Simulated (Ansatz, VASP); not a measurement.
Given: the input of a run of VASP 6.6.1 on Sc.

INCAR

```
  ALGO = Fast
  EDIFF = 1E-6
  ENCUT = 520
  GGA = CA
  ISIF = 2
  ISMEAR = 0
  LASPH = T
  LCHARG = T
  LELF = T
  LREAL = F
  LVHAR = T
  LWAVE = F
  NBANDS = 18
  NELM = 100
  PREC = Accurate
  SIGMA = 0.05
```

The input KPOINTS:

```
k-points
0
Gamma
  9 9 5
```

The input POSCAR:

```
Sc
1.0
    3.3309145459      0.0000000000      0.0000000000
   -1.6654572730      2.8846566146      0.0000000000
    0.0000000000      0.0000000000      5.3082235343
Sc
2
Direct
    0.6666666667      0.3333333333      0.7500000000
    0.3333333333      0.6666666667      0.2500000000
```

Potentials or basis: VASP PAW LDA potentials, release 64 (Sc_sv).

Command:

```console
$ cat potpaw_LDA.64/Sc_sv/POTCAR > POTCAR
$ mpirun -np 1 vasp_std > vasp.out
```

Question: Translate it to Ansatz 0.2.0. Potentials there: Ansatz PAW.

Answer: As run (the cutoff follows the program's own potentials):

input.yaml

```yaml
crystal:
  lattice:
    - [3.3309145459, 0.0, 0.0]
    - [-1.665457273, 2.8846566146, 0.0]
    - [0.0, 0.0, 5.3082235343]
  atoms:
    - { symbol: Sc, position: [0.6666666667, 0.3333333333, 0.75] }
    - { symbol: Sc, position: [0.3333333333, 0.6666666667, 0.25] }
hamiltonian:
  xc: lda
  pseudopotentials: { kind: paw }
kpoints:
  mp_grid: { grid: [9, 9, 5] }
scf:
  occupations: { method: gaussian, width: 0.05 }
output:
  forces: true
  stress: true
  eigenvalues: true
```

Potentials or basis: Ansatz PAW.

Run with:

```bash
$ ansatz run input.yaml --threads 1 --pin off --max-ram 3584MiB --backend cpu --events-out ev --progress --plain --runs-dir out
```

Both were run:

|  | VASP | Ansatz | Ansatz less VASP |
| --- | --- | --- | --- |
| gap on the k mesh at the Fermi level (eV) | none | none | - |
| pressure (GPa) | -6.1 | -6.2 | -0.06 |
| largest component of the traceless stress (GPa) | 1.10 | 1.09 | -0.007 |

A gap of «none» marks a metal or a gap that the smearing closes.

Caveats: the PAW data sets come from PBE, with cores solved anew for the run's functional, which leaves a small shift of forces and pressure (Ansatz).
